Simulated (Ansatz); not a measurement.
Input, command and steps of an Ansatz relaxation.

```yaml
crystal:
  lattice:
    - [1.9999135466, -2.0002748576, 0.1597002169]
    - [1.9999135466, 2.0002748576, 0.1597002169]
    - [-0.404378693, 0.0, 5.0620267496]
  atoms:
    - { symbol: Cu, position: [-0.00575, 0.49425, 0.00185] }
    - { symbol: Cu, position: [0.49425, -0.00575, 0.50185] }
    - { symbol: O, position: [0.4942593653, 0.4942406347, 0.25185] }
    - { symbol: O, position: [0.4942406347, 0.4942593653, 0.75185] }
basis:
  ecutwfc: 420
kpoints:
  mp_grid: { grid: [14, 14, 8] }
hamiltonian:
  xc: pbe
scf:
  occupations: { method: gaussian, width: 0.1 }
output:
  forces: true
  stress: true
  eigenvalues: true
relax:
  adjacent_minimum: "off"
  f_tol: 0.01
  max_steps: 30
  cell: { stress_tol: 0.1, fix: [volume] }
```

```bash
ansatz run input.yaml --threads 1 --pin off --max-ram 2560MiB --backend cpu --events-out ev --progress --plain --runs-dir out
```

The calculation used Ansatz, DFT PBE, scalar-relativistic, plane waves, PAW.

The volume is held at 0.91 times that of the relaxed cell.

Of 4 frames 3 are shown, positions in Å and forces in eV/Å; the SCF threshold varies from step to step. Steps run on the plane waves of an earlier cell, with a Pulay correction in the pressure. The basis is chosen afresh for the last frame, the zero of the energies, and at times for earlier ones too; energy and pressure can step there, also at an unchanged geometry. Where two frames share a geometry here, they differ by under 2 meV/atom and 0.3 GPa.

```xyz
4
Lattice="1.9999 -2.0003 0.1597 1.9999 2.0003 0.1597 -0.4044 0.0000 5.0620" Properties=species:S:1:pos:R:3:forces:R:3 pbc="T T T" step=1 free_energy_over_end_meV_per_atom=0.97 pressure_GPa=16.36
Cu    0.9762    1.0001    0.0874    0.0000    0.0000    0.0000
Cu    0.7740   -1.0001    2.6184    0.0000    0.0000    0.0000
O     1.8751    0.0000    1.4327    0.0000    0.0000    0.0000
O     1.6729    0.0000    3.9637    0.0000    0.0000    0.0000
4
Lattice="1.9951 -1.9952 0.1593 1.9951 1.9952 0.1593 -0.4064 0.0000 5.0871" Properties=species:S:1:pos:R:3:forces:R:3 pbc="T T T" step=2 free_energy_over_end_meV_per_atom=0.32 pressure_GPa=15.95
Cu    0.9738    0.9976    0.0872    0.0000    0.0000    0.0000
Cu    0.7707   -0.9976    2.6308    0.0000    0.0000    0.0000
O     1.8698    0.0000    1.4387    0.0000    0.0000    0.0000
O     1.6666    0.0000    3.9822    0.0000    0.0000    0.0000
4
Lattice="1.9898 -1.9892 0.1589 1.9898 1.9892 0.1589 -0.4087 0.0000 5.1160" Properties=species:S:1:pos:R:3:forces:R:3 pbc="T T T" step=4 free_energy_over_end_meV_per_atom=0.00 pressure_GPa=15.47
Cu    0.9713    0.9946    0.0871    0.0000    0.0000    0.0000
Cu    0.7669   -0.9946    2.6451    0.0000    0.0000    0.0000
O     1.8640    0.0000    1.4455    0.0000    0.0000    0.0000
O     1.6596    0.0000    4.0035    0.0000    0.0000    0.0000
```

Time: 110 s on 1 thread of Arm Neoverse V1, on a shared host, peak memory 0.64 GiB.

Spin polarisation was left out, and a magnetic state may lie lower.